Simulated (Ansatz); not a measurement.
**120-atom supercell of beta-gallia Ga2O3**

Aim: the perfect cell at several levels of theory (PBEsol, HSE06 and r²SCAN), as the reference that defects and stacks are counted from.

Method: density functional theory in Ansatz 0.2.0, PAW datasets, plane waves.

### 1 The system as built

120 atoms (48 Ga, 72 O); a = 12.277 Å, b = 9.142 Å, c = 11.621 Å, α = 90.00°, β = 103.72°, γ = 90.00°.

Plan of the steps: (2) PBEsol single point at the single k point (¼, ¼, ¼), on 1 × data-centre GPU with 8 threads; (3) HSE06 single point at the single k point (¼, ¼, ¼), on 1 × data-centre GPU with 8 threads; (4) r²SCAN single point at the single k point (¼, ¼, ¼), on 1 × data-centre GPU with 8 threads.

### 2 PBEsol on the given atoms

File in.yaml:

```yaml
crystal:
  lattice:
    - [12.277475, 0.000000, 0.000875]
    - [0.000000, 9.141769, 0.000000]
    - [-2.757181, 0.000000, 11.289146]
  atoms:
    - { symbol: Ga, position: [0.409519, 0.166667, 0.102359] }
    - { symbol: Ga, position: [0.409519, 0.166667, 0.602359] }
    - { symbol: Ga, position: [0.409519, 0.500000, 0.102359] }
    - { symbol: Ga, position: [0.409519, 0.500000, 0.602359] }
    - { symbol: Ga, position: [0.409519, 0.833333, 0.102359] }
    - { symbol: Ga, position: [0.409519, 0.833333, 0.602359] }
    - { symbol: Ga, position: [0.158769, 0.166667, 0.157225] }
    - { symbol: Ga, position: [0.158769, 0.166667, 0.657225] }
    - { symbol: Ga, position: [0.158769, 0.500000, 0.157225] }
    - { symbol: Ga, position: [0.158769, 0.500000, 0.657225] }
    - { symbol: Ga, position: [0.158769, 0.833333, 0.157225] }
    - { symbol: Ga, position: [0.158769, 0.833333, 0.657225] }
    - { symbol: Ga, position: [0.090481, 0.000000, 0.397641] }
    - { symbol: Ga, position: [0.090481, 0.000000, 0.897641] }
    - { symbol: Ga, position: [0.090481, 0.333333, 0.397641] }
    - { symbol: Ga, position: [0.090481, 0.333333, 0.897641] }
    - { symbol: Ga, position: [0.090481, 0.666667, 0.397641] }
    - { symbol: Ga, position: [0.090481, 0.666667, 0.897641] }
    - { symbol: Ga, position: [0.909519, 0.000000, 0.102359] }
    - { symbol: Ga, position: [0.909519, 0.000000, 0.602359] }
    - { symbol: Ga, position: [0.909519, 0.333333, 0.102359] }
    - { symbol: Ga, position: [0.909519, 0.333333, 0.602359] }
    - { symbol: Ga, position: [0.909519, 0.666667, 0.102359] }
    - { symbol: Ga, position: [0.909519, 0.666667, 0.602359] }
    - { symbol: Ga, position: [0.658769, 0.000000, 0.157225] }
    - { symbol: Ga, position: [0.658769, 0.000000, 0.657225] }
    - { symbol: Ga, position: [0.658769, 0.333333, 0.157225] }
    - { symbol: Ga, position: [0.658769, 0.333333, 0.657225] }
    - { symbol: Ga, position: [0.658769, 0.666667, 0.157225] }
    - { symbol: Ga, position: [0.658769, 0.666667, 0.657225] }
    - { symbol: Ga, position: [0.341231, 0.000000, 0.342775] }
    - { symbol: Ga, position: [0.341231, 0.000000, 0.842775] }
    - { symbol: Ga, position: [0.341231, 0.333333, 0.342775] }
    - { symbol: Ga, position: [0.341231, 0.333333, 0.842775] }
    - { symbol: Ga, position: [0.341231, 0.666667, 0.342775] }
    - { symbol: Ga, position: [0.341231, 0.666667, 0.842775] }
    - { symbol: Ga, position: [0.590481, 0.166667, 0.397641] }
    - { symbol: Ga, position: [0.590481, 0.166667, 0.897641] }
    - { symbol: Ga, position: [0.590481, 0.500000, 0.397641] }
    - { symbol: Ga, position: [0.590481, 0.500000, 0.897641] }
    - { symbol: Ga, position: [0.590481, 0.833333, 0.397641] }
    - { symbol: Ga, position: [0.590481, 0.833333, 0.897641] }
    - { symbol: Ga, position: [0.841231, 0.166667, 0.342775] }
    - { symbol: Ga, position: [0.841231, 0.166667, 0.842775] }
    - { symbol: Ga, position: [0.841231, 0.500000, 0.342775] }
    - { symbol: Ga, position: [0.841231, 0.500000, 0.842775] }
    - { symbol: Ga, position: [0.841231, 0.833333, 0.342775] }
    - { symbol: Ga, position: [0.841231, 0.833333, 0.842775] }
    - { symbol: O, position: [0.334742, 0.166667, 0.445235] }
    - { symbol: O, position: [0.334742, 0.166667, 0.945235] }
    - { symbol: O, position: [0.334742, 0.500000, 0.445235] }
    - { symbol: O, position: [0.334742, 0.500000, 0.945235] }
    - { symbol: O, position: [0.334742, 0.833333, 0.445235] }
    - { symbol: O, position: [0.334742, 0.833333, 0.945235] }
    - { symbol: O, position: [0.326766, 0.166667, 0.218614] }
    - { symbol: O, position: [0.326766, 0.166667, 0.718614] }
    - { symbol: O, position: [0.326766, 0.500000, 0.218614] }
    - { symbol: O, position: [0.326766, 0.500000, 0.718614] }
    - { symbol: O, position: [0.326766, 0.833333, 0.218614] }
    - { symbol: O, position: [0.326766, 0.833333, 0.718614] }
    - { symbol: O, position: [0.003724, 0.166667, 0.372015] }
    - { symbol: O, position: [0.003724, 0.166667, 0.872015] }
    - { symbol: O, position: [0.003724, 0.500000, 0.372015] }
    - { symbol: O, position: [0.003724, 0.500000, 0.872015] }
    - { symbol: O, position: [0.003724, 0.833333, 0.372015] }
    - { symbol: O, position: [0.003724, 0.833333, 0.872015] }
    - { symbol: O, position: [0.165258, 0.000000, 0.054765] }
    - { symbol: O, position: [0.165258, 0.000000, 0.554765] }
    - { symbol: O, position: [0.165258, 0.333333, 0.054765] }
    - { symbol: O, position: [0.165258, 0.333333, 0.554765] }
    - { symbol: O, position: [0.165258, 0.666667, 0.054765] }
    - { symbol: O, position: [0.165258, 0.666667, 0.554765] }
    - { symbol: O, position: [0.834742, 0.000000, 0.445235] }
    - { symbol: O, position: [0.834742, 0.000000, 0.945235] }
    - { symbol: O, position: [0.834742, 0.333333, 0.445235] }
    - { symbol: O, position: [0.834742, 0.333333, 0.945235] }
    - { symbol: O, position: [0.834742, 0.666667, 0.445235] }
    - { symbol: O, position: [0.834742, 0.666667, 0.945235] }
    - { symbol: O, position: [0.173234, 0.000000, 0.281386] }
    - { symbol: O, position: [0.173234, 0.000000, 0.781386] }
    - { symbol: O, position: [0.173234, 0.333333, 0.281386] }
    - { symbol: O, position: [0.173234, 0.333333, 0.781386] }
    - { symbol: O, position: [0.173234, 0.666667, 0.281386] }
    - { symbol: O, position: [0.173234, 0.666667, 0.781386] }
    - { symbol: O, position: [0.826766, 0.000000, 0.218614] }
    - { symbol: O, position: [0.826766, 0.000000, 0.718614] }
    - { symbol: O, position: [0.826766, 0.333333, 0.218614] }
    - { symbol: O, position: [0.826766, 0.333333, 0.718614] }
    - { symbol: O, position: [0.826766, 0.666667, 0.218614] }
    - { symbol: O, position: [0.826766, 0.666667, 0.718614] }
    - { symbol: O, position: [0.496276, 0.000000, 0.127985] }
    - { symbol: O, position: [0.496276, 0.000000, 0.627985] }
    - { symbol: O, position: [0.496276, 0.333333, 0.127985] }
    - { symbol: O, position: [0.496276, 0.333333, 0.627985] }
    - { symbol: O, position: [0.496276, 0.666667, 0.127985] }
    - { symbol: O, position: [0.496276, 0.666667, 0.627985] }
    - { symbol: O, position: [0.503724, 0.000000, 0.372015] }
    - { symbol: O, position: [0.503724, 0.000000, 0.872015] }
    - { symbol: O, position: [0.503724, 0.333333, 0.372015] }
    - { symbol: O, position: [0.503724, 0.333333, 0.872015] }
    - { symbol: O, position: [0.503724, 0.666667, 0.372015] }
    - { symbol: O, position: [0.503724, 0.666667, 0.872015] }
    - { symbol: O, position: [0.665258, 0.166667, 0.054765] }
    - { symbol: O, position: [0.665258, 0.166667, 0.554765] }
    - { symbol: O, position: [0.665258, 0.500000, 0.054765] }
    - { symbol: O, position: [0.665258, 0.500000, 0.554765] }
    - { symbol: O, position: [0.665258, 0.833333, 0.054765] }
    - { symbol: O, position: [0.665258, 0.833333, 0.554765] }
    - { symbol: O, position: [0.673234, 0.166667, 0.281386] }
    - { symbol: O, position: [0.673234, 0.166667, 0.781386] }
    - { symbol: O, position: [0.673234, 0.500000, 0.281386] }
    - { symbol: O, position: [0.673234, 0.500000, 0.781386] }
    - { symbol: O, position: [0.673234, 0.833333, 0.281386] }
    - { symbol: O, position: [0.673234, 0.833333, 0.781386] }
    - { symbol: O, position: [0.996276, 0.166667, 0.127985] }
    - { symbol: O, position: [0.996276, 0.166667, 0.627985] }
    - { symbol: O, position: [0.996276, 0.500000, 0.127985] }
    - { symbol: O, position: [0.996276, 0.500000, 0.627985] }
    - { symbol: O, position: [0.996276, 0.833333, 0.127985] }
    - { symbol: O, position: [0.996276, 0.833333, 0.627985] }
  symmetry: { detect: false }
kpoints:
  mp_grid: { grid: [1, 1, 1], shift: [0.25, 0.25, 0.25] }
hamiltonian:
  xc: pbesol
scf:
  occupations: { method: fermi_dirac, width: 0.01 }
output:
  forces: true
  eigenvalues: true
  stress: true
  populations: true
  eigenstates: { kpoints: [[0.25, 0.25, 0.25]], e_range: [-6.0, 6.0], localisation: true }
```

### 3 Single point with HSE06

Changes to in.yaml since step 2:

```diff
@@ -130,3 +130,3 @@
 hamiltonian:
-  xc: pbesol
+  xc: hse06
 scf:
@@ -136,3 +136,2 @@
   eigenvalues: true
-  stress: true
   populations: true
```

### 4 r²SCAN single point

Changes to in.yaml since step 3:

```diff
@@ -130,3 +130,3 @@
 hamiltonian:
-  xc: hse06
+  xc: r2scan
 scf:
```

**Question.** What will these runs give? Wanted: for each run, top filled to lowest empty; energy; pressure.

**Answer**, as computed:

```
 level         time  top filled to lowest empty (eV)  energy (eV/atom)  pressure (GPa)
PBEsol    6 s (GPU)                             3.18        -1834.1830            0.01
 HSE06   90 s (GPU)                             5.06        -1854.1443               -
r²SCAN  9.7 s (GPU)                             3.90        -1857.7840               -
```

At the same k points, PBEsol gives a spacing 1.87 eV smaller and r²SCAN gives a spacing 1.16 eV smaller than the 5.06 eV of HSE06. The HSE06 single point took about 15 times as long as the PBEsol one on the same kind of device. With one k point the spacing samples only the states that fold onto it, so it can exceed the gap over the zone.
